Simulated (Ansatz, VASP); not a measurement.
**One calculation of C, two programs**

File INCAR:

```
PREC     = Accurate       # precision mode
ENCUT    = 520            # plane-wave cutoff, eV
EDIFF    = 1E-6           # SCF threshold, eV
ISMEAR   = 0              # smearing method
SIGMA    = 0.1            # smearing width, eV
LREAL    = False          # projectors in reciprocal space
LASPH    = True           # aspherical terms in the spheres
NELM     = 100            # most SCF steps
ALGO     = Normal         # electronic algorithm
ISIF     = 2              # what is computed and relaxed
LWAVE    = False          # write WAVECAR
LCHARG   = True           # write CHGCAR
GGA      = PE             # functional
LELF     = True           # ELF
LVHAR    = True         
NBANDS   = 36             # bands
```

File KPOINTS:

```
regular mesh
0
Gamma
  6 6 6
```

POSCAR

```
C
1.0
    4.8359043000      0.0000000000      0.0000000000
   -2.4179521500      4.1880159700      0.0000000000
    0.0000000000      0.0000000000      3.2861402800
C
12
Direct
    0.2898411700      0.0000000000      0.0000000000
    0.0000000000      0.2898411700      0.6666666700
    0.7101588300      0.7101588300      0.3333333300
    0.7101588300      0.0000000000      0.5000000000
    0.0000000000      0.7101588300      0.1666666700
    0.2898411700      0.2898411700      0.8333333300
    0.4082289600      0.8164579300      0.7500000000
    0.1835420700      0.5917710400      0.4166666700
    0.4082289600      0.5917710400      0.0833333300
    0.5917710400      0.1835420700      0.2500000000
    0.8164579300      0.4082289600      0.9166666700
    0.5917710400      0.4082289600      0.5833333300
```

Input for Ansatz:

```yaml
crystal:
  lattice:
    - [4.8359043, 0.0, 0.0]
    - [-2.41795215, 4.18801597, 0.0]
    - [0.0, 0.0, 3.28614028]
  atoms:
    - { symbol: C, position: [0.28984117, 0.0, 0.0] }
    - { symbol: C, position: [0.0, 0.28984117, 0.66666667] }
    - { symbol: C, position: [0.71015883, 0.71015883, 0.33333333] }
    - { symbol: C, position: [0.71015883, 0.0, 0.5] }
    - { symbol: C, position: [0.0, 0.71015883, 0.16666667] }
    - { symbol: C, position: [0.28984117, 0.28984117, 0.83333333] }
    - { symbol: C, position: [0.40822896, 0.81645793, 0.75] }
    - { symbol: C, position: [0.18354207, 0.59177104, 0.41666667] }
    - { symbol: C, position: [0.40822896, 0.59177104, 0.08333333] }
    - { symbol: C, position: [0.59177104, 0.18354207, 0.25] }
    - { symbol: C, position: [0.81645793, 0.40822896, 0.91666667] }
    - { symbol: C, position: [0.59177104, 0.40822896, 0.58333333] }
basis:
  ecutwfc: 420
kpoints:
  mp_grid: { grid: [6, 6, 6] }
hamiltonian:
  xc: pbe
scf:
  occupations: { method: gaussian, width: 0.1 }
  lower_state_search: "off"
output:
  forces: true
  stress: true
  eigenvalues: true
```

Alike in both runs: task single point; functional PBE; k mesh 6 × 6 × 6; occupations gaussian, width 0.1 eV; no spin polarisation.

|  | VASP | Ansatz |
| --- | --- | --- |
| version | VASP 6.6.1 | Ansatz 0.2.0 |
| potentials or method | VASP PAW PBE potentials, release 64 (C) | scalar-relativistic, plane waves, PAW |
| plane-wave cutoff (eV) | 520 | 420 |
| valence electrons in the cell | 48 | 48 |

|  | VASP | Ansatz | Ansatz less VASP |
| --- | --- | --- | --- |
| gap on the k mesh at the Fermi level (eV) | 4.68 | 4.69 | +0.012 |
| least direct gap on the mesh (eV) | 4.90 | 4.91 | +0.009 |
| rms of the force components (eV/Å) | 0.284 | 0.275 | -0.0092 |

Atom by atom the forces differ by 0.010 eV/Å (rms over components).
